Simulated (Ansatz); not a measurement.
## HfSiO4 stretched along one axis: stress and gap

Cell: a COD entry, its atoms then relaxed with PBE in this cell.

```
Hf Si O
1.0
    -3.28625    3.28625    2.98160
     3.28625   -3.28625    2.98160
     3.28625    3.28625   -2.98160
Hf Si O
2 2 8
Direct
  0.75000 0.25000 0.50000
  0.00000 0.00000 0.00000
  0.25000 0.75000 0.50000
  0.50000 0.50000 0.00000
  0.13400 0.31928 0.81472
  0.06928 0.75456 0.68528
  0.50456 0.31928 0.18528
  0.06928 0.38400 0.31472
  0.61600 0.93072 0.68528
  0.68072 0.86600 0.18528
  0.24544 0.93072 0.31472
  0.68072 0.49544 0.81472
```

Atoms are numbered from 1 in the order listed; like atoms form one site, named after its first atom.

All values are calculated (Ansatz; DFT, PBE, plane waves and PAW, scalar-relativistic, 420 eV cutoff, Γ-centred 7×7×7 k-points, Fermi–Dirac smearing 0.02 eV), not measured.

The cell is stretched along z (the third Cartesian axis of the run's cell), x and y held, and the ions relax again each time. Tension counts as positive.

```
strain along z (%)  stress along z (GPa)  stress along x (GPa)  gap on the k-mesh (eV)
                -3                 -23.9                 -11.9                    5.61
                -2                 -18.1                 -10.2                    5.57
                -1                 -12.6                  -8.4                    5.52
                 0                  -7.4                  -6.8                    5.48
                +1                  -2.6                  -5.2                    5.43
                +2                   1.8                  -3.6                    5.38
                +3                     ?                     ?                       ?
```

Problem. Estimate the row at +3 % from the others.

Solution. stress along z (GPa): 6.0; stress along x (GPa): -2.2; gap on the k-mesh (eV): 5.32. Worked: parabolas through the other 6 rows give 6.0 and -2.2 GPa at +3 %. Their slopes at zero strain are 497 GPa (the stiffness along z) and 163 GPa (the coupling of z to x). They hold at this cell, where the calculated pressure is 7.0 GPa. The gap closes by 48 meV per per cent of stretch between the rows next to zero strain; the parabola gives 5.33 eV for the withheld row.

PBE gaps are too small, by a third to a half in many semiconductors; their changes with strain are better.

All values belong to this cell and structure model.
